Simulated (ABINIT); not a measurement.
Planning a run of ABINIT 10.8.3 on InP (F-43m). The input:

```
acell 3*1.0 Angstrom
rprim 
  -0.000000000000 2.934350000000 2.934350000000
  2.934350000000 -0.000000000000 2.934350000000
  2.934350000000 2.934350000000 -0.000000000000
ntypat 2
znucl 49 15
natom 2
typat 1 2
xred 
  0.000000000000 0.000000000000 0.000000000000
  0.250000000000 0.250000000000 0.250000000000
pp_dirpath "pseudos"
pseudos "In.upf, P.upf"
ecut 33
ngkpt 4 4 4
nshiftk 1
shiftk 0 0 0
kptopt 1
chksymbreak 0
istwfk *1
occopt 1
irdwfk 1
optdriver 3
nband 163
ecuteps 7
inclvkb 2
awtr 1
symchi 1
gwcalctyp 1
nfreqre 0
nfreqim 16
indata_prefix "in"
outdata_prefix "out"
tmpdata_prefix "tmp"
```

```sh
OMP_NUM_THREADS=1 mpirun -n 8 abinit run.abi > log
```

How long will it take on 8 MPI ranks of AMD EPYC 7R43, shared host, and how much memory?

It took 1.8 min; on shared hardware allow 53 s to 3.5 min. Peak host memory was 1.9 GiB.

[Paths, hosts, dates, memory and timing lines, banners, echoed tables and standing remarks are left out of the program output.]

[Logs are printed without paths, hosts, clocks, repeated set-up lines and the standing remarks that a program may print on its own settings, such as how far it seeks lower states.]

[Runs of the session that timed out or met a known fault of the program may be left out.]

[No measured gap is set beside runs whose start may be inverted or whose files or cutoffs have a known fault.]

[Hosts, paths, dates, database ids (printed as entryN), source tags and the programs' standing remarks are cut or masked in the printed files.]

[G0W0 gaps are taken among the corrected bands and points alone; a level outside them can change the order at an edge.]

[Where Ansatz stands beside ABINIT at settings called matched, ABINIT's density can come from a denser mesh and the files from another edition; pairs whose starting gaps differed by over 0.03 eV were left out, so agreement reads better than it is.]
